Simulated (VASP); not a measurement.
# InP (F-43m) in VASP: further runs

The runs below take InP through relaxation of cell and atoms, with PBE.

Program: VASP 6.6.1. These are calculated values, not measurements. Logs are shortened: lines on timing, memory, paths and dates and some standing lists are left out, and cuts for length are marked.

**1. Starting point**

It takes space group F-43m (No. 216, cubic). Conventional cell: a = 5.958 Å, b = 5.958 Å, c = 5.958 Å, α = 90.00°, β = 90.00°, γ = 90.00°. Around In (site symmetry -43m) lie 4 P at 2.58 Å. P (site symmetry -43m) is surrounded by 4 In at 2.58 Å.

**2. Relaxation of cell and atoms, PBE**

INCAR

```
SYSTEM = InP
ALGO = Normal
EDIFF = 1E-7
EDIFFG = -0.005
ENCUT = 600
GGA = PE
IBRION = 2
ISIF = 3
ISMEAR = 0
LASPH = .TRUE.
LCHARG = .FALSE.
LREAL = .FALSE.
LWAVE = .FALSE.
NELM = 80
NSW = 90
PREC = Accurate
SIGMA = 0.03
```

KPOINTS

```
k-points
0
G
  8 8 8
  0 0 0
```

POSCAR

```
InP                                     
1.0
    0.0000000000      2.9791538216      2.9791538216
    2.9791538216      0.0000000000      2.9791538216
    2.9791538216      2.9791538216      0.0000000000
  In              P             
     1     1
Direct
     0.0000000000000000    0.0000000000000000    0.0000000000000000
     0.2500000000000000    0.2500000000000000    0.2500000000000000
```

Potentials or basis: VASP PAW PBE potentials, release 64 (In_d, P).

Command:

```console
$ cat potpaw_PBE.64/In_d/POTCAR potpaw_PBE.64/P/POTCAR > POTCAR
$ mpirun -np 1 vasp_std > vasp.out
```

OUTCAR:

```text
SYSTEM = InP
   EDIFF = 1E-7
   EDIFFG = -0.005
   ENCUT = 600
   GGA = PE
   IBRION = 2
   ISIF = 3
   ISMEAR = 0
   LASPH = .TRUE.
   LREAL = .FALSE.
   NELM = 80
   NSW = 90
   PREC = Accurate

 ion  position               nearest neighbor table
   1  0.000  0.000  0.000-   2 2.58   2 2.58   2 2.58   2 2.58
   2  0.250  0.250  0.250-   1 2.58   1 2.58   1 2.58   1 2.58

  LATTYP: Found a face centered cubic cell.
 ALAT       =     5.9583076432

  Lattice vectors:

 A1 = (   0.0000000000,   2.9791538216,   2.9791538216)
 A2 = (   2.9791538216,   0.0000000000,   2.9791538216)
 A3 = (   2.9791538216,   2.9791538216,   0.0000000000)

Analysis of symmetry for initial positions (statically):
=====================================================================
 Subroutine PRICEL returns:
 Original cell was already a primitive cell.

 Routine SETGRP: Setting up the symmetry group for a
 face centered cubic supercell.

 Subroutine GETGRP returns: Found 24 space group operations
 (whereof 24 operations were pure point group operations)
 out of a pool of 48 trial point group operations.

The static configuration has the point symmetry T_d .

Analysis of symmetry for dynamics (positions and initial velocities):
=====================================================================
 Subroutine PRICEL returns:
 Original cell was already a primitive cell.

 Routine SETGRP: Setting up the symmetry group for a
 face centered cubic supercell.

 Subroutine GETGRP returns: Found 24 space group operations
 (whereof 24 operations were pure point group operations)
 out of a pool of 48 trial point group operations.

The dynamic configuration has the point symmetry T_d .

 Subroutine INISYM returns: Found 24 space group operations
 (whereof 24 operations are pure point group operations),
 and found     1 'primitive' translations

----------------------------------------------------------------------------------------

                                     Primitive cell

  volume of cell :      52.8821

  direct lattice vectors                    reciprocal lattice vectors
     0.000000000  2.979153822  2.979153822    -0.167832891  0.167832891  0.167832891
     2.979153822  0.000000000  2.979153822     0.167832891 -0.167832891  0.167832891
     2.979153822  2.979153822  0.000000000     0.167832891  0.167832891 -0.167832891

  length of vectors
     4.213159739  4.213159739  4.213159739     0.290695095  0.290695095  0.290695095

  position of ions in fractional coordinates (direct lattice)
     0.000000000  0.000000000  0.000000000
     0.250000000  0.250000000  0.250000000

  ion indices of the primitive-cell ions
   primitive index   ion index
                 1           1
                 2           2

----------------------------------------------------------------------------------------

 KPOINTS: k-points

Automatic generation of k-mesh.
 Grid dimensions read from file:
 generate k-points for:    8    8    8

 Generating k-lattice:

  Cartesian coordinates                     Fractional coordinates (reciprocal lattice)
    -0.020979111  0.020979111  0.020979111     0.125000000  0.000000000  0.000000000
     0.020979111 -0.020979111  0.020979111     0.000000000  0.125000000  0.000000000
     0.020979111  0.020979111 -0.020979111     0.000000000  0.000000000  0.125000000

  Length of vectors
     0.036336887  0.036336887  0.036336887

  Shift w.r.t. Gamma in fractional coordinates (k-lattice)
     0.000000000  0.000000000  0.000000000

 Subroutine IBZKPT returns following result:
 ===========================================

 Found     29 irreducible k-points:

 Following reciprocal coordinates:
            Coordinates               Weight
  0.000000  0.000000  0.000000      1.000000
  0.125000  0.000000  0.000000      8.000000
  0.250000  0.000000  0.000000      8.000000
  0.375000  0.000000  0.000000      8.000000
  0.500000  0.000000  0.000000      4.000000
  0.125000  0.125000  0.000000      6.000000
[... 16 lines left out ...]
  0.500000  0.250000  0.125000     48.000000
 -0.375000  0.250000  0.125000     24.000000
 [... further k-points ...]
   k-points           NKPTS =     29   k-points in BZ     NKDIM =     29   number of bands    NBANDS=     13
   number of dos      NEDOS =    301   number of ions     NIONS =      2
   total plane-waves  NPLWV =  46656
   dimension x,y,z NGX =    36 NGY =   36 NGZ =   36
   dimension x,y,z NGXF=    72 NGYF=   72 NGZF=   72
   ions per type =               1   1
   NGX,Y,Z   is equivalent  to a cutoff of  14.21, 14.21, 14.21 a.u.
   NGXF,Y,Z  is equivalent  to a cutoff of  28.41, 28.41, 28.41 a.u.
 SYSTEM =  InP
   PREC   = accura    normal or accurate (medium, high low for compatibility)
   ISTART =      0    job   : 0-new  1-cont  2-samecut
   ICHARG =      2    charge: 1-file 2-atom 10-const
   ISPIN  =      1    spin polarized calculation?
   LNONCOLLINEAR =      F non collinear calculations
   LSORBIT =      F    spin-orbit coupling
   LASPH  =      T    aspherical Exc in radial PAW
   ENCUT  =  600.0 eV  44.10 Ry    6.64 a.u.   8.41  8.41  8.41*2*pi/ulx,y,z
   NELM   =     80;   NELMIN=  2; NELMDL= -5     # of ELM steps
   EDIFF  = 0.1E-06   stopping-criterion for ELM
   LREAL  =      F    real-space projection
   EDIFFG = -.5E-02   stopping-criterion for IOM
   NSW    =     90    number of steps for IOM
   IBRION =      2    ionic relax: 0-MD 1-quasi-New 2-CG
   NFREE  =      1    steps in history (QN), initial steepest desc. (CG)
   ISIF   =      3    stress and relaxation
   ISYM   =      2    0-nonsym 1-usesym 2-fastsym
   POTIM  = 0.5000    time-step for ionic-motion
   TEBEG  =    0.0;   TEEND  =   0.0 temperature during run
   PSTRESS=    0.0 pullay stress
   NELECT =      18.0000    total number of electrons
   NUPDOWN=      -1.0000    fix difference up-down
   EMIN   =  10.00;   EMAX   =-10.00  energy-range for DOS
   EFERMI =   0.00;   METHOD = LEGACY
   ISMEAR =     0;   SIGMA  =   0.03  broadening in eV -4-tet -1-fermi 0-gaus
   EFERMI_NEDOS =   21; number of points for ismear=-14 and -15
   IALGO  =     38    algorithm
   IMIX   =      4    mixing-type and parameters
     AMIX     =   0.40;   BMIX     =  1.00
     AMIX_MAG =   1.60;   BMIX_MAG =  1.00
  volume/ion in A,a.u.               =      26.44       178.43
  Fermi-wavevector in a.u.,A,eV,Ry     =   1.143043  2.160039 17.776669  1.306548
  Thomas-Fermi vector in A             =   2.279740
   LORBIT       =      0    0 simple, 1 ext, 2 COOP (PROOUT), +10 PAW based schemes
   GGA     = PE    functional components
   LHFCALC =     F    Hartree Fock is set to
   AEXX    =    0.0000 exact exchange contribution
   IVDW    =     0    specifies the selected vdW correction
   LEPSILON=     F    determine dielectric tensor
   LRPA    =     F    only Hartree local field effects (RPA)
 conjugate gradient relaxation of ions
 non-spin polarized calculation
 Gauss-broadening in eV      SIGMA  =   0.03
  energy-cutoff  :      600.00
  volume of cell :       52.88
 maximum number of plane-waves:      1807
 NGX is ok and might be reduce to    36
   NGX = 17   NGY = 17   NGZ = 17

 number of electron      17.9999999 magnetization

 Free energy of the ion-electron system (eV)
  ---------------------------------------------------
  ext. energy  EPLUGINS =         0.00000000
  ---------------------------------------------------
  free energy    TOTEN  =        -8.40628569 eV

  energy without entropy =       -8.40628569  energy(sigma->0) =       -8.40628569

 E-fermi :   4.8483     XC(G=0):  -9.0651

 val. band max:        4.6638979125   @ k =   0.0000   0.0000   0.0000
 cond. band min:       5.1058911315   @ k =   0.0000   0.0000   0.0000
 fundamental gap:      0.4419932190
 Fermi energy:         4.8482909441

 k-point     1 :       0.0000    0.0000    0.0000
  band No.  band energies     occupation
      1      -9.4335      2.00000
      2      -9.4335      2.00000
      3      -9.4335      2.00000
      4      -9.3048      2.00000
      5      -9.3048      2.00000
      6      -6.5266      2.00000
      7       4.6639      2.00000
      8       4.6639      2.00000
      9       4.6639      2.00000
     10       5.1059      0.00000
     11       8.7526      0.00000
     12       8.7526      0.00000
     13       8.7526      0.00000

 k-point     2 :       0.1250    0.0000    0.0000
  band No.  band energies     occupation
      1      -9.4487      2.00000
      2      -9.4272      2.00000
      3      -9.4272      2.00000
      4      -9.3046      2.00000
      5      -9.3046      2.00000
      6      -6.3620      2.00000
      7       3.1130      2.00000
      8       4.4931      2.00000
      9       4.4931      2.00000
     10       6.1228      0.00000
     11       8.8660      0.00000
     12       9.0128      0.00000
     13       9.0128      0.00000

 k-point     3 :       0.2500    0.0000    0.0000
  band No.  band energies     occupation
      1      -9.4838      2.00000
      2      -9.4139      2.00000
      3      -9.4139      2.00000
      4      -9.3024      2.00000
      5      -9.3024      2.00000
      6      -5.9033      2.00000
      7       1.3143      2.00000
      8       4.1493      2.00000
      9       4.1493      2.00000
     10       6.3157      0.00000
     11       9.4212      0.00000
     12       9.4212      0.00000
     13       9.8459      0.00000
[... 305 lines left out ...]
 k-point    23 :       0.5000    0.2500    0.1250
  band No.  band energies     occupation
      1      -9.5362      2.00000
      2      -9.3930      2.00000
      3      -9.3800      2.00000
      4      -9.3137      2.00000
      5      -9.2916      2.00000
      6      -4.9697      2.00000
      7      -0.1626      2.00000
      8       2.2838      2.00000
      9       3.3204      2.00000
     10       7.7213      0.00000
     11       8.8505      0.00000
     12       9.9044      0.00000
     13      11.2472      0.00000

 k-point    24 :      -0.3750    0.2500    0.1250
  band No.  band energies     occupation
      1      -9.5435      2.00000
      2      -9.3925      2.00000
      3      -9.3757      2.00000
      4      -9.3088      2.00000
      5      -9.2937      2.00000
      6      -4.6699      2.00000
      7      -0.6604      2.00000
      8       2.1380      2.00000
      9       3.1519      2.00000
     10       7.6870      0.00000
     11       8.8719      0.00000
     12      10.4356      0.00000
     13      11.7399      0.00000

 [... further k-points ...]

------------------------ aborting loop because EDIFF is reached ----------------------------------------

  FORCE on cell =-STRESS in cart. coord.  units (eV):
  Direction    XX          YY          ZZ          XY          YZ          ZX
  --------------------------------------------------------------------------------------
  -------------------------------------------------------------------------------------
  Total        0.0034571      0.0034571      0.0034571      0.0000000      0.0000000      0.0000000
  in kB        0.1047416      0.1047416      0.1047416      0.0000000      0.0000000      0.0000000
  external PRESSURE =       0.1047416 kB  Pullay stress =       0.0000000 kB

 VOLUME and BASIS-vectors are now :
 -----------------------------------------------------------------------------
  energy-cutoff  :      600.00
  volume of cell :       52.88
      direct lattice vectors                 reciprocal lattice vectors
     0.000000000  2.979153822  2.979153822    -0.167832891  0.167832891  0.167832891
     2.979153822  0.000000000  2.979153822     0.167832891 -0.167832891  0.167832891
     2.979153822  2.979153822  0.000000000     0.167832891  0.167832891 -0.167832891

 POSITION                                       TOTAL-FORCE (eV/Angst)
 -----------------------------------------------------------------------------------
      0.00000      0.00000      0.00000        -0.000000     -0.000000     -0.000000
      1.48958      1.48958      1.48958         0.000000      0.000000      0.000000
 -----------------------------------------------------------------------------------
    total drift:                               -0.000000     -0.000000      0.000000

  FREE ENERGIE OF THE ION-ELECTRON SYSTEM (eV)
  ---------------------------------------------------
  free  energy   TOTEN  =        -8.4062856919 eV

  energy  without entropy=       -8.4062856919  energy(sigma->0) =       -8.40628569

 reached required accuracy - stopping structural energy minimisation
```

Wall time 12 s (1 thread of Intel Xeon 6975P-C (Granite Rapids), shared host); peak memory 0.21 GiB.

Results:

- Free energy: -8.4063 eV
- Pressure after relaxing: 0.0 GPa
- Band gap on the k mesh: 0.44 eV, direct

Final structure:
```
In P
1.0
     0.00000    2.97915    2.97915
     2.97915    0.00000    2.97915
     2.97915    2.97915    0.00000
In P
1 1
Cartesian
  0.0000 0.0000 0.0000
  1.4896 1.4896 1.4896
```

Levels at points of the mesh, in eV from the valence-band top:
```
           k point  band 5  band 6  band 7  band 8  band 9  band 10  band 11  band 12  band 13
(0.00, 0.00, 0.00)  -13.97  -11.19    0.00    0.00    0.00     0.44     4.09     4.09     4.09
(0.50, 0.00, 0.00)  -13.96   -9.62   -5.48   -0.90   -0.90     1.38     4.80     4.80     6.99
(0.50, 0.50, 0.00)  -13.94   -9.03   -5.54   -2.16   -2.16     1.84     2.26     8.91     9.26
```

Caveat: the relaxation stopped at its first step, so nothing moved; spin-orbit coupling is left out, which moves the levels of the heavy elements.

[end of part 1 of 2]
